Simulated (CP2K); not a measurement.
Sb:

```xyz
2
Lattice="3.1224 0.0000 0.0000 0.0000 4.3475 0.0000 -0.0389 0.0000 4.4059" Properties=species:S:1:pos:R:3 pbc="T T T"
Sb    0.0262    1.0869    1.0625
Sb    3.0573    3.2606    3.3433
```

This isn't the form of Sb at room conditions, which is rhombohedral.

| Property | Result |
| --- | --- |
| Program | CP2K 2026.2 |
| Task | relaxation of cell and atoms |
| Functional | LDA |
| Potentials or basis | GTH_POTENTIALS Sb GTH-PADE-q5; TZVP-MOLOPT-PBE-GTH basis |
| Density cutoff | 6123 eV |
| k mesh | 7 × 5 × 5 |
| Occupations | fermi-dirac, width 0.01 eV |
| Spin | no spin polarisation |

At the start: pressure -3.1 GPa; volume 29.90 Å³/atom.

Problem. Where does the relaxation end?

Solution. Over 12 steps the energy falls by 22.5 meV/atom and the volume is 28.17 Å³/atom (-5.8 %); space group P2_1/m (No. 11, to 0.05 Å).

Step by step:
```
step  energy change (eV)  largest force (eV/Å)  volume (Å³)
   1              0.0000                0.0703        59.81
   2             -0.0032                0.0784        59.65
   3              0.0042                0.0966        54.00
   4             -0.0356                0.1345        57.22
   5             -0.0374                0.1297        56.80
   6             -0.0389                0.1128        56.46
   7             -0.0412                0.0745        56.12
   8             -0.0437                0.0255        55.96
   9             -0.0449                0.0228        56.14
  10             -0.0450                0.0214        56.31
  11             -0.0450                0.0206        56.35
  12             -0.0450                0.0206        56.35
```

Final structure:
```
CELL_PARAMETERS angstrom
3.05221 0.00000 0.00000
0.00000 4.27596 0.00000
-0.03497 0.00000 4.31747
ATOMIC_POSITIONS crystal
Sb 0.00506 0.25000 0.25024
Sb 0.99494 0.75000 0.74976
```

Caveat: the basis of atomic orbitals isn't converged, which shifts pressures, moduli and gaps.
